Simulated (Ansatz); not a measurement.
## KI (P6_3/mmc) at 2 levels of theory

One geometry, relaxed with PBE; plane waves with PAW potentials in Ansatz, scalar-relativistic. No spin polarisation. Gaps are the least over mesh and band path; pressure is positive in compression.

```cif
data_structure
_symmetry_space_group_name_H-M 'P6_3/mmc'
_symmetry_Int_Tables_number 194
_cell_length_a 6.0889
_cell_length_b 6.0889
_cell_length_c 7.1197
_cell_angle_alpha 90.000
_cell_angle_beta 90.000
_cell_angle_gamma 120.000
_cell_volume 228.59
loop_
_atom_site_label
_atom_site_type_symbol
_atom_site_symmetry_multiplicity
_atom_site_Wyckoff_symbol
_atom_site_fract_x
_atom_site_fract_y
_atom_site_fract_z
_atom_site_occupancy
K1 K 2 d 0.33333 0.66667 0.75000 1
I1 I 2 c 0.33333 0.66667 0.25000 1
```

| level | cutoff (eV) | k mesh | gap (eV) | pressure (GPa) |
| --- | --- | --- | --- | --- |
| PBE | 420 | 6×6×4 | 3.75 | 0.0 |

**Question.** What comes out on the same cell with r2SCAN?

**Answer.**
```csv
level,cutoff (eV),k mesh,gap (eV),pressure (GPa)
r2SCAN,500,6×6×4,4.32,-0.2
```

Spin-orbit coupling matters for the bands of heavy elements and is left out.

It was reached by relaxing an invented guess, and it needn't be the stable form of this composition.
